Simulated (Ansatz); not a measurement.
Crystal: Al.

```
CELL_PARAMETERS angstrom
2.81246 0.00000 0.00000
-1.40623 2.43566 0.00000
0.00000 0.00000 4.86685
ATOMIC_POSITIONS crystal
Al 0.33333 0.66667 0.25000
Al 0.66667 0.33333 0.75000
```

This isn't the form of Al at room conditions, which is fcc.

* Program: Ansatz 0.2.0
* Task: relaxation of cell and atoms
* Functional: RPBE
* Dispersion: D4
* Potentials or basis: Ansatz PAW
* Cutoff: 420 eV (not typed: the program's choice for these potentials)
* k mesh: 11 × 11 × 6
* Occupations: fermi-dirac, width 0.05 eV
* Spin: no spin polarisation

At the start: volume 16.67 Å³/atom.

**Question.** Where does the relaxation end?

**Answer.** It ends after 6 steps and the volume is 15.71 Å³/atom (-5.8 %); space group P6_3/mmc (No. 194, to 0.05 Å).

The path:
| step | energy change (eV) | largest force (eV/Å) | volume (Å³) |
| --- | --- | --- | --- |
| 1 | 0.0000 | 0.0000 | 33.34 |
| 2 | -0.0489 | 0.0000 | 31.13 |
| 3 | -0.0496 | 0.0000 | 31.38 |
| 4 | -0.0498 | 0.0000 | 31.47 |
| 5 | -0.0499 | 0.0000 | 31.41 |
| 6 | -0.0494 | 0.0000 | 31.41 |

Final structure:
```cif
data_structure
_symmetry_space_group_name_H-M 'P 1'
_symmetry_Int_Tables_number 1
_cell_length_a 2.7995
_cell_length_b 2.7995
_cell_length_c 4.6279
_cell_angle_alpha 90.000
_cell_angle_beta 90.000
_cell_angle_gamma 120.000
_cell_volume 31.41
loop_
_atom_site_label
_atom_site_type_symbol
_atom_site_fract_x
_atom_site_fract_y
_atom_site_fract_z
_atom_site_occupancy
Al1 Al 0.33333 0.66667 0.25000 1
Al2 Al 0.66667 0.33333 0.75000 1
```

Caveat: the plane-wave basis is chosen anew once the cell has moved, so the energies of steps on either side of that aren't comparable; pairwise dispersion overbinds metals, which lowers pressure and volume; the PAW data sets come from PBE, with cores solved anew for the run's functional, which leaves a small shift of forces and pressure.
